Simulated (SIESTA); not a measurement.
Crystal: Sn.

```
CELL_PARAMETERS angstrom
-2.94014 2.94014 1.59930
2.94014 -2.94014 1.59930
2.94014 2.94014 -1.59930
ATOMIC_POSITIONS crystal
Sn 0.00000 0.00000 0.00000
Sn 0.75000 0.25000 0.50000
```

Base run:

```yaml
Program: SIESTA 5.4.2
Functional: PBE
Potentials_or_basis: PseudoDojo 0.4 standard (PBE files)
Basis: DZP (energy shift 0.003 Ry; two zetas on semicore shells)
Grid_cutoff: 500 Ry
Energy_shift: 0.003 Ry
k_mesh: 9 × 9 × 9
Occupations: fermi-dirac, width 0.05 eV
Spin: no spin polarisation
```

Its results: band gap on the k mesh none (metal or under the smearing width); pressure 2.2 GPa.

**Question.** After a change of settings the same cell gave: band gap on the k mesh none (metal or under the smearing width); pressure -2.1 GPa. Which change was it?
A. basis from DZP (energy shift 0.003 Ry; two zetas on semicore shells) to DZP (energy shift 0.002 Ry); energy shift from 0.003 Ry to 0.002 Ry
B. potentials or basis from PseudoDojo 0.4 standard (PBE files) to SG15 1.2 (PBE files) or PseudoDojo by element
C. functional from PBE to PBEsol; potentials or basis from PseudoDojo 0.4 standard (PBE files) to PseudoDojo 0.4 standard (PBEsol files)
D. functional from PBE to LDA; potentials or basis from PseudoDojo 0.4 standard (PBE files) to PseudoDojo 0.4 standard (LDA files)

**Answer.** D.

Caveats: the basis of atomic orbitals isn't converged, which shifts pressures, moduli and gaps.

Not every run made on this cell is shown here.
